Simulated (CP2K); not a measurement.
# As (Pm-3m) in CP2K: further runs

Runs on As. Level: LDA. Tasks: single point, equation of state.

Everything below comes from runs of CP2K 2026.2. Logs are shortened: lines on timing, memory, paths and dates and some standing lists are left out, and cuts for length are marked.

## Step 1: Starting point

Symmetry: Pm-3m, No. 221, cubic system. Conventional cell: a = 2.704 Å, b = 2.704 Å, c = 2.704 Å, α = 90.00°, β = 90.00°, γ = 90.00°. Around As (site symmetry m-3m) lie 6 As at 2.70 Å.

This isn't the form of As at room conditions, which is rhombohedral.

## Step 2: Single point, LDA, 19.76 Å³/atom

as_eos.inp

```
&GLOBAL
  PROJECT as_eos
  RUN_TYPE ENERGY_FORCE
  PRINT_LEVEL LOW
&END GLOBAL
&FORCE_EVAL
  METHOD QS
  STRESS_TENSOR ANALYTICAL
  &DFT
    BASIS_SET_FILE_NAME BASIS_MOLOPT_UZH
    POTENTIAL_FILE_NAME GTH_POTENTIALS
    &MGRID
      CUTOFF 450
      REL_CUTOFF 60
      NGRIDS 4
    &END MGRID
    &QS
      METHOD GPW
      EPS_DEFAULT 1.0E-9
    &END QS
    &KPOINTS
      SCHEME MONKHORST-PACK 10 10 10
      GAMMA_CENTERED T
      SYMMETRY T
      SYMMETRY_BACKEND SPGLIB
    &END KPOINTS
    &SCF
      SCF_GUESS ATOMIC
      EPS_SCF 1.0E-6
      MAX_SCF 100
      ADDED_MOS 8
      CHOLESKY OFF
      EPS_EIGVAL 1.0E-7
      &DIAGONALIZATION ON
        ALGORITHM STANDARD
      &END DIAGONALIZATION
      &MIXING ON
        METHOD BROYDEN_MIXING
        ALPHA 0.4
        BETA 1.5
        NBUFFER 8
      &END MIXING
      &SMEAR ON
        METHOD FERMI_DIRAC
        ELECTRONIC_TEMPERATURE [K] 1160.452
      &END SMEAR
    &END SCF
    &XC
      &XC_FUNCTIONAL
        &LDA_X
        &END LDA_X
        &LDA_C_PW
        &END LDA_C_PW
      &END XC_FUNCTIONAL
    &END XC
    &PRINT
      &KPOINTS ON
      &END KPOINTS
      &MULLIKEN ON
      &END MULLIKEN
      &MO ON
        ENERGIES T
        OCCUPATION_NUMBERS T
        &EACH
          QS_SCF 0
        &END EACH
        ADD_LAST NUMERIC
      &END MO
    &END PRINT
  &END DFT
  &SUBSYS
    &CELL
      ABC 2.7036817444 2.7036817444 2.7036817444
      ALPHA_BETA_GAMMA 90.0000000000 90.0000000000 90.0000000000
      PERIODIC XYZ
    &END CELL
    &COORD
      As  1.3518408722 1.3518408722 1.3518408722
    &END COORD
    &KIND As
      BASIS_SET TZVP-MOLOPT-PBE-GTH-q5
      POTENTIAL GTH-PADE-q5
    &END KIND
    &PRINT
      &ATOMIC_COORDINATES ON
      &END ATOMIC_COORDINATES
      &CELL ON
      &END CELL
    &END PRINT
  &END SUBSYS
  &PRINT
    &FORCES ON
    &END FORCES
    &STRESS_TENSOR ON
    &END STRESS_TENSOR
  &END PRINT
&END FORCE_EVAL
```

Potentials or basis: GTH_POTENTIALS As GTH-PADE-q5; TZVP-MOLOPT-PBE-GTH basis.

Run with:

```sh
$ OMP_NUM_THREADS=1 cp2k.psmp -i as_eos.inp -o as_eos.out
```

as_eos.out:

```text

 CP2K| version string:                                       CP2K version 2026.2
 CP2K| Input file name                                                as_eos.inp

 GLOBAL| Force Environment number                                              1
 GLOBAL| Basis set file name                                    BASIS_MOLOPT_UZH
 GLOBAL| Potential file name                                      GTH_POTENTIALS
 GLOBAL| MM Potential file name                                     MM_POTENTIAL
 GLOBAL| Coordinate file name                                      __STD_INPUT__
 GLOBAL| Method name                                                        CP2K
 GLOBAL| Project name                                                     as_eos
 GLOBAL| Run type                                                   ENERGY_FORCE
 GLOBAL| FFT library                                                       FFTW3
[... 8 lines left out ...]
 GLOBAL| CPU model name                                                  UNKNOWN

 CELL| Volume [angstrom^3]:                                            19.763630
 CELL| Vector a [angstrom]:       2.704     0.000     0.000   |a| =     2.703682
 CELL| Vector b [angstrom]:       0.000     2.704     0.000   |b| =     2.703682
 CELL| Vector c [angstrom]:       0.000     0.000     2.704   |c| =     2.703682
 CELL| Angle (b,c), alpha [degree]:                                    90.000000
 CELL| Angle (a,c), beta  [degree]:                                    90.000000
 CELL| Angle (a,b), gamma [degree]:                                    90.000000
 CELL| Numerically orthorhombic:                                             YES
 CELL| Periodicity                                                           XYZ

 CELL_REF| Volume [angstrom^3]:                                        19.763630
 CELL_REF| Vector a [angstrom     2.704     0.000     0.000   |a| =     2.703682
 CELL_REF| Vector b [angstrom     0.000     2.704     0.000   |b| =     2.703682
 CELL_REF| Vector c [angstrom     0.000     0.000     2.704   |c| =     2.703682
 CELL_REF| Angle (b,c), alpha [degree]:                                90.000000
 CELL_REF| Angle (a,c), beta  [degree]:                                90.000000
 CELL_REF| Angle (a,b), gamma [degree]:                                90.000000
 CELL_REF| Numerically orthorhombic:                                         YES
 CELL_REF| Periodicity                                                       XYZ

[... 8 lines left out ...]
 TOTAL NUMBERS AND MAXIMUM NUMBERS

  Total number of            - Atomic kinds:                                   1
                             - Atoms:                                          1
                             - Shell sets:                                     1
                             - Shells:                                         7
                             - Primitive Cartesian functions:                  4
                             - Cartesian basis functions:                     18
                             - Spherical basis functions:                     17

  Maximum angular momentum of the orbital basis functions:                     2

 MODULE QUICKSTEP: ATOMIC COORDINATES IN ANGSTROM

   Atom Kind Element         X             Y             Z       Z(eff)     Mass
      1    1 As   33      1.351841      1.351841      1.351841   5.0000  74.9216

 SCF PARAMETERS         Density guess:                                    ATOMIC
                        --------------------------------------------------------
                        max_scf:                                             100
[... 7 lines left out ...]
                        --------------------------------------------------------
                        level_shift [a.u.]:                             0.000000
                        added MOs                                         8    0
                        --------------------------------------------------------
                        Mixing method:                            BROYDEN_MIXING
                                                charge density mixing in g-space
                        --------------------------------------------------------
                        Smear method:                                FERMI_DIRAC
                        Electronic temperature [K]:                       1160.5
                        Electronic temperature [a.u.]:                  3.67E-03
                        Accuracy threshold:                             1.00E-10
                        --------------------------------------------------------
                        No outer SCF

 *******************************************************************************
                                    Kpoints
 *******************************************************************************
 BRILLOUIN| K-point scheme                                        Monkhorst-Pack
 BRILLOUIN| K-Point grid                                            10   10   10
 BRILLOUIN| Gamma-centered k-point mesh                                     ON
 BRILLOUIN| K-point symmetry accuracy                               0.100000E-05
 BRILLOUIN| K-Point point group symmetrization                                ON
 BRILLOUIN| Symmetry backend                                             SPGLIB
 BRILLOUIN| Symmetry reduction method                                    SPGLIB
 BRILLOUIN| Wavefunction type                                            COMPLEX
 BRILLOUIN| List of Kpoints [2 Pi/Bohr]                                       56
 BRILLOUIN| Number           Weight            X              Y              Z
 BRILLOUIN|     1           0.00800       -0.40000       -0.40000       -0.40000
 BRILLOUIN|     2           0.02400       -0.40000       -0.40000       -0.30000
 BRILLOUIN|     3           0.02400       -0.40000       -0.40000       -0.20000
 BRILLOUIN|     4           0.02400       -0.40000       -0.40000       -0.10000
 BRILLOUIN|     5           0.01200       -0.40000       -0.40000        0.00000
 BRILLOUIN|     6           0.01200       -0.40000       -0.40000        0.50000
[... 32 lines left out ...]
 BRILLOUIN|    39           0.01200       -0.20000       -0.20000        0.00000
 BRILLOUIN|    40           0.01200       -0.20000       -0.20000        0.50000
 [... further k-points ...]
 *******************************************************************************

 Extrapolation method: initial_guess

 Number of electrons:                                                          5
 Number of occupied orbitals:                                                  3
 Number of molecular orbitals:                                                11

 Number of orbital functions:                                                 17
 Number of independent orbital functions:                                     17

 SCF WAVEFUNCTION OPTIMIZATION

  Step     Update method      Time    Convergence         Total energy    Change
  ------------------------------------------------------------------------------
     1 NoMix/Diag. 0.40E+00    0.7     0.57405052        -6.4423969250 -6.44E+00
     2 Broy./Diag. 0.40E+00    0.5     0.00387254        -6.4422699399  1.27E-04
     3 Broy./Diag. 0.40E+00    0.5     0.01132456        -6.3825686092  5.97E-02
     4 Broy./Diag. 0.40E+00    0.5     0.00088836        -6.3718165329  1.08E-02
     5 Broy./Diag. 0.40E+00    0.5     0.00080752        -6.3699897733  1.83E-03
     6 Broy./Diag. 0.40E+00    0.5     0.00032170        -6.3709059178 -9.16E-04
     7 Broy./Diag. 0.40E+00    0.5     0.00008149        -6.3712956035 -3.90E-04
     8 Broy./Diag. 0.40E+00    0.5     0.00004303        -6.3714283443 -1.33E-04
     9 Broy./Diag. 0.40E+00    0.5     0.00000062        -6.3714510135 -2.27E-05

  *** SCF run converged in     9 steps ***

  Electronic density on regular grids:         -5.0000000004       -0.0000000004
  Core density on regular grids:                4.9999999877       -0.0000000123
  Total charge density on r-space grids:       -0.0000000127
  Total charge density g-space grids:          -0.0000000127

  Overlap energy of the core charge distribution:               0.00000000005453
  Self energy of the core charge distribution:                -13.56224960451337
  Core Hamiltonian energy:                                      2.98888459417239
  Hartree energy:                                               5.78304450722329
  Exchange-correlation energy:                                 -1.58077334412203
  Electronic entropic energy:                                  -0.00035716699844
  Fermi energy:                                                 0.22856999136792

  Total energy:                                                -6.37145101350900
  Total energy (extrapolated to T->0):                         -6.37127243000978

 MO| EIGENVALUES AND OCCUPATION NUMBERS FOR K POINT 1
 MO|
 MO|  Index      Eigenvalue [a.u.]        Eigenvalue [eV]             Occupation
 MO|      1              -0.031767              -0.864427               2.000000
 MO|      2               0.167642               4.561782               2.000000
 MO|      3               0.167642               4.561782               2.000000
 MO|      4               0.198961               5.414014               1.999366
 MO|      5               0.503015              13.687728               0.000000
 MO|      6               0.512854              13.955464               0.000000
 MO|      7               0.512854              13.955464               0.000000
 MO|      8               1.344552              36.587128               0.000000
 MO|      9               1.344552              36.587128               0.000000
 MO|     10               1.443445              39.278143               0.000000
 MO|     11               1.728061              47.022926               0.000000
 MO| Sum:                                                               7.999366
 MO| E(Fermi):            0.228570 a.u.          6.219706 eV
[... 205 lines left out ...]
 MO| EIGENVALUES AND OCCUPATION NUMBERS FOR K POINT 14
 MO|
 MO|  Index      Eigenvalue [a.u.]        Eigenvalue [eV]             Occupation
 MO|      1              -0.199321              -5.423800               2.000000
 MO|      2               0.036693               0.998462               2.000000
 MO|      3               0.279851               7.615129               0.000002
 MO|      4               0.476400              12.963506               0.000000
 MO|      5               0.593512              16.150280               0.000000
 MO|      6               0.731926              19.916718               0.000000
 MO|      7               0.860251              23.408629               0.000000
 MO|      8               0.936223              25.475931               0.000000
 MO|      9               1.015667              27.637707               0.000000
 MO|     10               1.079054              29.362547               0.000000
 MO|     11               1.272156              34.617116               0.000000
 MO| Sum:                                                               4.000002
 MO| E(Fermi):            0.228570 a.u.          6.219706 eV

 [... the levels of further k-points ...]

 !-----------------------------------------------------------------------------!
                     Mulliken Population Analysis

 #  Atom  Element  Kind  Atomic population                           Net charge
       1     As       1          5.000000                              0.000000
 # Total charge                              5.000000                  0.000000

 !-----------------------------------------------------------------------------!

 ENERGY| Total FORCE_EVAL ( QS ) energy [hartree]             -6.371450949774967

 FORCES| Atomic forces [hartree/bohr]
 FORCES|   Atom     x               y               z               |f|
 FORCES|      1 -1.56545300E-10 -1.56545869E-10 -1.56543243E-10   2.71143555E-10
 FORCES| Sum    -1.56545300E-10 -1.56545869E-10 -1.56543243E-10
 FORCES| Total atomic force                                       2.71143555E-10

 STRESS| Analytical stress tensor [bar]
 STRESS|                        x                   y                   z
 STRESS|      x       -3.09222391514E+04   1.02191647127E-04   1.01580326461E-04
 STRESS|      y        1.02191647127E-04  -3.09222391514E+04   1.01393464179E-04
 STRESS|      z        1.01580326461E-04   1.01393464179E-04  -3.09222391514E+04
 STRESS| 1/3 Trace                                            -3.09222391514E+04
 STRESS| Determinant                                          -2.95673773509E+13

 STRESS| Eigenvectors and eigenvalues of the analytical stress tensor [bar]
 STRESS|                        1                   2                   3
 STRESS| Eigenvalues  -3.09222392536E+04  -3.09222392526E+04  -3.09222389479E+04
 STRESS|      x           0.707133256794     -0.406838892624      0.578311916344
 STRESS|      y          -0.707079022265     -0.408426281774      0.577258372506
 STRESS|      z          -0.001346628670      0.817110817334      0.576479053207
```

Wall time 5.8 s (1 thread of Arm Neoverse V2, shared host); peak memory 0.18 GiB.

What came out:

```yaml
Free_energy: -173.3760 eV
Pressure: -3.1 GPa
Band_gap_on_the_k_mesh: none (metal or under the smearing width)
```

Caveat: the basis of atomic orbitals isn't converged, which shifts pressures, moduli and gaps.

[end of part 1 of 2]
